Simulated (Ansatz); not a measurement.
Crystal: Pd.

```
CELL_PARAMETERS angstrom
0.00000 1.94650 1.94650
1.94650 0.00000 1.94650
1.94650 1.94650 0.00000
ATOMIC_POSITIONS crystal
Pd 0.00000 0.00000 0.00000
```

| Quantity | Value |
| --- | --- |
| Program | Ansatz 0.2.0 |
| Task | relaxation of cell and atoms |
| Functional | PBE |
| Potentials or basis | all-electron LAPW, scalar-relativistic |
| Basis error allowed | 0.001 eV/atom |
| k mesh | 12 × 12 × 12 |
| Occupations | fermi-dirac, width 0.05 eV |
| Spin | no spin polarisation |

At the start: volume 14.75 Å³/atom.

**Question.** Where does the relaxation end?

**Answer.** Over 5 steps the energy falls by 11.4 meV/atom and the volume is 15.30 Å³/atom (+3.8 %); space group Fm-3m (No. 225, to 0.05 Å).

Step by step:
```tsv
step	energy change (eV)	largest force (eV/Å)	volume (Å³)
1	0.0000	0.0000	14.75
2	-0.0070	0.0000	15.67
3	-0.0113	0.0000	15.33
4	-0.0114	0.0000	15.30
5	-0.0114	0.0000	15.30
```

Final structure:
```xyz
1
Lattice="0.0000 1.9706 1.9706 1.9706 0.0000 1.9706 1.9706 1.9706 0.0000" Properties=species:S:1:pos:R:3 pbc="T T T"
Pd    0.0000    0.0000    0.0000
```
